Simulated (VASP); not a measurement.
A run of VASP 6.6.1 is set up as follows.

The input INCAR:

```
SYSTEM = KCl
  PREC = Accurate
  ENCUT = 500
  EDIFF = 1E-6
  ISMEAR = 0
  SIGMA = 0.05
  LREAL = .FALSE.
  LASPH = .TRUE.
  NELM = 120
  ALGO = Normal
  ISIF = 2
  LWAVE = .FALSE.
  LCHARG = .TRUE.
  GGA = PS
  LELF = .TRUE.
  LVHAR = .TRUE.
  NBANDS = 15
  GGA_COMPAT = .FALSE.
```

The input KPOINTS:

```
Automatic mesh
0
G
  8 8 8
  0 0 0
```

The input POSCAR:

```
KCl
1.0
    0.0000000000      3.1422691005      3.1422691005
    3.1422691005      0.0000000000      3.1422691005
    3.1422691005      3.1422691005      0.0000000000
K Cl
1 1
Direct
    0.0000000000      0.0000000000      0.0000000000
    0.5000000000      0.5000000000      0.5000000000
```

Potentials or basis: VASP PAW PBE potentials, release 64 (K_sv, Cl).

The run is started by

```bash
$ cat potpaw_PBE.64/K_sv/POTCAR potpaw_PBE.64/Cl/POTCAR > POTCAR
$ mpirun -np 1 vasp_std > vasp.out
```

Q: What does it give for the band gap on the k mesh?

A: 5.03 eV.

Q: What does it give for the pressure?

A: -0.3 GPa.

Caveat: the PAW data sets were made with another functional, which shifts forces and pressure a little.

**Experimental background.**

A printed reference work, monograph reports, for a bulk crystal of KCl: band gap 8.68 eV.

A measured gap of KCl is 8.68 eV (a printed reference work, monograph); the calculated 5.03 eV misses it by -3.65 eV. The value is that of PBEsol on a finite k mesh, which can miss the band edges, without temperature or zero-point motion. Semilocal functionals fall short of measured gaps as a rule.
